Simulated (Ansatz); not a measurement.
Write the native input for Ansatz 0.2.0 that does the following.

| Quantity | Value |
| --- | --- |
| Task | band structure |
| Functional | r2SCAN |
| Potentials or basis | Ansatz PAW |
| Cutoff | 500 eV (not typed: the program's choice for these potentials) |
| k mesh | 9 × 9 × 9 |
| Occupations | fermi-dirac, width 0.05 eV |
| Spin | spin-orbit coupling, no magnetisation |
| Path | [["G", "X", "W", "K", "G", "L", "U", "W", "L", "K"], ["U", "X"]] |
| Points for each segment of the path | 14 |

The system is Rh.

```xyz
1
Lattice="0.0000 1.8979 1.8979 1.8979 0.0000 1.8979 1.8979 1.8979 0.0000" Properties=species:S:1:pos:R:3 pbc="T T T"
Rh    0.0000    0.0000    0.0000
```

One way to write it, as run:

input.yaml

```yaml
crystal:
  lattice:
    - [0.0, 1.89785, 1.89785]
    - [1.89785, 0.0, 1.89785]
    - [1.89785, 1.89785, 0.0]
  atoms:
    - { symbol: Rh, position: [0.0, 0.0, 0.0] }
hamiltonian:
  xc: r2scan
  pseudopotentials: { kind: paw_fr }
magnetization:
  noncollinear: true
  spin_orbit: true
kpoints:
  mp_grid: { grid: [9, 9, 9] }
  band_path:
    path:
      - [[0.0, 0.0, 0.0], [0.5, 0.0, 0.5], [0.5, 0.25, 0.75], [0.375, 0.375, 0.75], [0.0, 0.0, 0.0], [0.5, 0.5, 0.5], [0.625, 0.25, 0.625], [0.5, 0.25, 0.75], [0.5, 0.5, 0.5], [0.375, 0.375, 0.75]]
      - [[0.625, 0.25, 0.625], [0.5, 0.0, 0.5]]
    npoints: 14
scf:
  occupations: { method: fermi_dirac, width: 0.05 }
  n_extra_bands: 6
output:
  forces: true
  stress: true
  eigenvalues: true
  fatbands: true
```

Potentials or basis: Ansatz PAW.

Launch:

```bash
$ ansatz run input.yaml --threads 2 --pin off --max-ram 5632MiB --backend cpu --events-out ev --progress --plain --runs-dir out
```

It gave:

The pressure is 1.3 GPa and the band gap on the k mesh is none (metal or under the smearing width).

Caveat: the PAW data sets come from PBE, with cores solved anew for the run's functional, which leaves a small shift of forces and pressure.

Wall time 9.2 s on 2 threads of Arm Neoverse V1, on a shared host, peak memory 0.35 GiB.
